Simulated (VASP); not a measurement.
# BaTiO3 (Pm-3m) in VASP: a series of runs

The runs below take BaTiO3 through single point, with LDA.

Everything below comes from runs of VASP 6.6.1. Logs are shortened: lines on timing, memory, paths and dates and some standing lists are left out, and cuts for length are marked.

### 1 The structure

The structure is cubic, space group Pm-3m (No. 221). Conventional cell: a = 4.006 Å, b = 4.006 Å, c = 4.006 Å, α = 90.00°, β = 90.00°, γ = 90.00°. Ba (site symmetry m-3m) is surrounded by 12 O at 2.83 Å. Ti (site symmetry m-3m) is surrounded by 6 O at 2.00 Å. O (site symmetry 4/mmm) is surrounded by 2 Ti at 2.00 Å.

### 2 Single point, LDA

Input file INCAR:

```
PREC = Accurate
ENCUT = 460
EDIFF = 1E-7
ISMEAR = 0
SIGMA = 0.05
LREAL = False
LASPH = True
NELM = 100
ALGO = Normal
ISIF = 2
LWAVE = False
LCHARG = False
GGA = CA
ADDGRID = False
```

Input file KPOINTS:

```
Automatic mesh
0
Gamma
  4 4 4
```

Input file POSCAR:

```
BaTiO3
1.0
    4.0060000000      0.0000000000      0.0000000000
    0.0000000000      4.0060000000      0.0000000000
    0.0000000000      0.0000000000      4.0060000000
Ba Ti O
1 1 3
Direct
    0.5000000000      0.5000000000      0.5000000000
    0.0000000000      0.0000000000      0.0000000000
    0.0000000000      0.0000000000      0.5000000000
    0.0000000000      0.5000000000      0.0000000000
    0.5000000000      0.0000000000      0.0000000000
```

Potentials or basis: VASP PAW LDA potentials, release 64 (Ba_sv, Ti_sv, O).

Run with:

```
> cat potpaw_LDA.64/Ba_sv/POTCAR potpaw_LDA.64/Ti_sv/POTCAR potpaw_LDA.64/O/POTCAR > POTCAR
> mpirun -np 1 vasp_std > vasp.out
```

OUTCAR:

```text
PREC = Accurate
   ENCUT = 460
   EDIFF = 1E-7
   ISMEAR = 0
   LREAL = False
   LASPH = True
   NELM = 100
   ISIF = 2
   GGA = CA

 Found     10 irreducible k-points:

 Following reciprocal coordinates:
            Coordinates               Weight
  0.000000  0.000000  0.000000      1.000000
  0.250000  0.000000  0.000000      6.000000
  0.500000  0.000000  0.000000      3.000000
  0.250000  0.250000  0.000000     12.000000
  0.500000  0.250000  0.000000     12.000000
  0.500000  0.500000  0.000000      3.000000
   k-points           NKPTS =     10   k-points in BZ     NKDIM =     10   number of bands    NBANDS=     24
   number of dos      NEDOS =    301   number of ions     NIONS =      5
   total plane-waves  NPLWV =  21952
   dimension x,y,z NGX =    28 NGY =   28 NGZ =   28
   dimension x,y,z NGXF=    56 NGYF=   56 NGZF=   56
   ions per type =               1   1   3
   NGX,Y,Z   is equivalent  to a cutoff of  11.62, 11.62, 11.62 a.u.
   NGXF,Y,Z  is equivalent  to a cutoff of  23.24, 23.24, 23.24 a.u.
 SYSTEM =  unknown system
   PREC   = accura    normal or accurate (medium, high low for compatibility)
   ISTART =      0    job   : 0-new  1-cont  2-samecut
   ICHARG =      2    charge: 1-file 2-atom 10-const
   ISPIN  =      1    spin polarized calculation?
   LNONCOLLINEAR =      F non collinear calculations
   LSORBIT =      F    spin-orbit coupling
   LASPH  =      T    aspherical Exc in radial PAW
   ENCUT  =  460.0 eV  33.81 Ry    5.81 a.u.   7.01  7.01  7.01*2*pi/ulx,y,z
   NELM   =    100;   NELMIN=  2; NELMDL= -5     # of ELM steps
   EDIFF  = 0.1E-06   stopping-criterion for ELM
   LREAL  =      F    real-space projection
   EDIFFG = 0.1E-05   stopping-criterion for IOM
   NSW    =      0    number of steps for IOM
   IBRION =     -1    ionic relax: 0-MD 1-quasi-New 2-CG
   NFREE  =      0    steps in history (QN), initial steepest desc. (CG)
   ISIF   =      2    stress and relaxation
   ISYM   =      2    0-nonsym 1-usesym 2-fastsym
   POTIM  = 0.5000    time-step for ionic-motion
   TEBEG  =    0.0;   TEEND  =   0.0 temperature during run
   PSTRESS=    0.0 pullay stress
   NELECT =      40.0000    total number of electrons
   NUPDOWN=      -1.0000    fix difference up-down
   EMIN   =  10.00;   EMAX   =-10.00  energy-range for DOS
   EFERMI =   0.00;   METHOD = LEGACY
   ISMEAR =     0;   SIGMA  =   0.05  broadening in eV -4-tet -1-fermi 0-gaus
   EFERMI_NEDOS =   21; number of points for ismear=-14 and -15
   IALGO  =     38    algorithm
   IMIX   =      4    mixing-type and parameters
     AMIX     =   0.40;   BMIX     =  1.00
     AMIX_MAG =   1.60;   BMIX_MAG =  1.00
  volume/ion in A,a.u.               =      12.86        86.77
  Fermi-wavevector in a.u.,A,eV,Ry     =   1.397603  2.641087 26.576187  1.953295
  Thomas-Fermi vector in A             =   2.520843
   LORBIT       =      0    0 simple, 1 ext, 2 COOP (PROOUT), +10 PAW based schemes
   GGA     = CA    functional components
   LHFCALC =     F    Hartree Fock is set to
   AEXX    =    0.0000 exact exchange contribution
   IVDW    =     0    specifies the selected vdW correction
   LEPSILON=     F    determine dielectric tensor
   LRPA    =     F    only Hartree local field effects (RPA)
 non-spin polarized calculation
 Gauss-broadening in eV      SIGMA  =   0.05
  energy-cutoff  :      460.00
  volume of cell :       64.29
 maximum number of plane-waves:      1472
   NGX = 15   NGY = 15   NGZ = 15

 number of electron      40.0000034 magnetization

 Free energy of the ion-electron system (eV)
  ---------------------------------------------------
  ext. energy  EPLUGINS =         0.00000000
  ---------------------------------------------------
  free energy    TOTEN  =       -44.08990147 eV

  energy without entropy =      -44.08990147  energy(sigma->0) =      -44.08990147

 E-fermi :   3.8979     XC(G=0): -11.7241

 val. band max:        3.5054295393   @ k =   0.5000   0.5000   0.5000
 cond. band min:       5.1398532117   @ k =   0.0000   0.0000   0.0000
 fundamental gap:      1.6344236724
 Fermi energy:         3.8978643484

 k-point     1 :       0.0000    0.0000    0.0000
  band No.  band energies     occupation
      1     -52.4150      2.00000
      2     -29.0280      2.00000
      3     -29.0280      2.00000
      4     -29.0280      2.00000
      5     -21.1581      2.00000
      6     -13.0679      2.00000
[... 16 lines left out ...]
     23       5.1399      0.00000
     24       7.4091      0.00000

 k-point     2 :       0.2500    0.0000    0.0000
  band No.  band energies     occupation
      1     -52.4145      2.00000
      2     -29.0546      2.00000
      3     -29.0269      2.00000
      4     -29.0269      2.00000
      5     -21.0979      2.00000
      6     -13.1495      2.00000
[... 16 lines left out ...]
     23       6.1363      0.00000
     24       7.4141      0.00000

 k-point     3 :       0.5000    0.0000    0.0000
  band No.  band energies     occupation
      1     -52.4139      2.00000
      2     -29.0809      2.00000
      3     -29.0258      2.00000
      4     -29.0258      2.00000
      5     -21.0360      2.00000
      6     -13.3174      2.00000
[... 16 lines left out ...]
     23       6.9337      0.00000
     24       7.4179      0.00000

 k-point     4 :       0.2500    0.2500    0.0000
  band No.  band energies     occupation
      1     -52.4139      2.00000
      2     -29.0536      2.00000
      3     -29.0527      2.00000
      4     -29.0258      2.00000
      5     -21.0482      2.00000
      6     -13.0407      2.00000
[... 16 lines left out ...]
     23       6.4686      0.00000
     24       7.9752      0.00000

 k-point     5 :       0.5000    0.2500    0.0000
  band No.  band energies     occupation
      1     -52.4134      2.00000
      2     -29.0791      2.00000
      3     -29.0517      2.00000
      4     -29.0248      2.00000
      5     -20.9973      2.00000
      6     -13.0445      2.00000
[... 16 lines left out ...]
     23       7.0452      0.00000
     24       8.0783      0.00000

 k-point     6 :       0.5000    0.5000    0.0000
  band No.  band energies     occupation
      1     -52.4129      2.00000
      2     -29.0773      2.00000
      3     -29.0773      2.00000
      4     -29.0238      2.00000
      5     -20.9577      2.00000
      6     -12.6957      2.00000
[... 16 lines left out ...]
     23       7.3478      0.00000
     24       8.2615      0.00000

 [... further k-points ...]
[... 5 lines left out ...]
  --------------------------------------------------------------------------------------
  -------------------------------------------------------------------------------------
  Total       -3.2065512     -3.2065512     -3.2065512      0.0000000      0.0000000     -0.0000000
  in kB      -79.9127237    -79.9127237    -79.9127237      0.0000000      0.0000000     -0.0000000
  external PRESSURE =     -79.9127237 kB  Pullay stress =       0.0000000 kB

 VOLUME and BASIS-vectors are now :
 -----------------------------------------------------------------------------
  energy-cutoff  :      460.00
  volume of cell :       64.29
      direct lattice vectors                 reciprocal lattice vectors
     4.006000000  0.000000000  0.000000000     0.249625562  0.000000000  0.000000000
     0.000000000  4.006000000  0.000000000     0.000000000  0.249625562  0.000000000
     0.000000000  0.000000000  4.006000000     0.000000000  0.000000000  0.249625562

 POSITION                                       TOTAL-FORCE (eV/Angst)
 -----------------------------------------------------------------------------------
      2.00300      2.00300      2.00300         0.000000      0.000000      0.000000
      0.00000      0.00000      0.00000         0.000000      0.000000      0.000000
      0.00000      0.00000      2.00300         0.000000      0.000000      0.000000
      0.00000      2.00300      0.00000         0.000000      0.000000      0.000000
      2.00300      0.00000      0.00000         0.000000      0.000000      0.000000
 -----------------------------------------------------------------------------------
    total drift:                                0.000000      0.000000     -0.000000

  FREE ENERGIE OF THE ION-ELECTRON SYSTEM (eV)
  ---------------------------------------------------
  free  energy   TOTEN  =       -44.0899014659 eV

  energy  without entropy=      -44.0899014659  energy(sigma->0) =      -44.08990147
```

Wall time 15 s (1 thread of AMD EPYC 7R13 (Zen 3), shared host); peak memory 0.12 GiB.

The run converged, but some of its settings lie outside the range that counts as converged, so its numbers aren't taken as properties of the crystal.

Results:

```
Free energy            : -44.0899 eV
Pressure               : -8.0 GPa
Band gap on the k mesh : 1.63 eV, indirect (least direct gap 1.78 eV)
```

Caveat: the cutoff is under 1.25 times the usual one of these potentials, so pressure, stress and relaxed cells hold a basis-set (Pulay) error; spin-orbit coupling is left out, which moves the levels of the heavy elements.

### 3 Single point, LDA

INCAR is that of step 2.

KPOINTS is that of step 2.

Input file POSCAR:

```
BaTiO3
1.0
    4.0060000000      0.0000000000      0.0000000000
    0.0000000000      4.0060000000      0.0000000000
    0.0000000000      0.0000000000      4.0060000000
Ba Ti O
1 1 3
Direct
    0.4701120000      0.5031600000      0.5056990000
   -0.0202070000      0.0016430000     -0.0204470000
   -0.0270160000     -0.0188640000      0.5097340000
   -0.0003670000      0.4971430000     -0.0056670000
    0.4958670000     -0.0087980000      0.0064420000
```

Potentials or basis: VASP PAW LDA potentials, release 64 (Ba_sv, Ti_sv, O).

Run with:

```
> cat potpaw_LDA.64/Ba_sv/POTCAR potpaw_LDA.64/Ti_sv/POTCAR potpaw_LDA.64/O/POTCAR > POTCAR
> mpirun -np 1 vasp_std > vasp.out
```

It took 50 s on 1 thread of AMD EPYC 7R13 (Zen 3), shared host; peak memory 0.15 GiB.

These settings aren't checked as converged: the numbers below hold their error.

Results:

```
Free energy            : -44.0635 eV
Pressure               : -6.6 GPa
Largest force          : 0.537 eV/Å
Band gap on the k mesh : 1.81 eV, indirect (least direct gap 2.09 eV)
```

Caveat: the cutoff is under 1.25 times the usual one of these potentials, so pressure, stress and relaxed cells hold a basis-set (Pulay) error; spin-orbit coupling is left out, which moves the levels of the heavy elements.

### 4 Single point, LDA

Changes to INCAR since step 3:

```diff
@@ -4,3 +4,3 @@
 ISMEAR = 0
-SIGMA = 0.05
+SIGMA = 0.5
 LREAL = False
```

KPOINTS is that of step 3.

Input file POSCAR:

```
BaTiO3
1.0
    4.0060000000      0.0000000000      0.0000000000
    0.0000000000      4.0060000000      0.0000000000
    0.0000000000      0.0000000000      4.0060000000
Ba Ti O
1 1 3
Direct
    0.5000000000      0.5000000000      0.5000000000
    0.0000000000      0.0000000000      0.0000000000
    0.0000000000      0.0000000000      0.5000000000
    0.0000000000      0.5000000000      0.0000000000
    0.5000000000      0.0000000000      0.0000000000
```

Run with:

```
> cat potpaw_LDA.64/Ba_sv/POTCAR potpaw_LDA.64/Ti_sv/POTCAR potpaw_LDA.64/O/POTCAR > POTCAR
> mpirun -np 1 vasp_std > vasp.out
```

Wall time 14 s (1 thread of AMD EPYC 7R13 (Zen 3), shared host); peak memory 0.12 GiB.

The run converged, but some of its settings lie outside the range that counts as converged, so its numbers aren't taken as properties of the crystal.

Results:

```
Free energy            : -44.0905 eV
Pressure               : -8.0 GPa
Band gap on the k mesh : 1.64 eV, indirect (least direct gap 1.78 eV)
```

Caveat: the cutoff is under 1.25 times the usual one of these potentials, so pressure, stress and relaxed cells hold a basis-set (Pulay) error; spin-orbit coupling is left out, which moves the levels of the heavy elements.
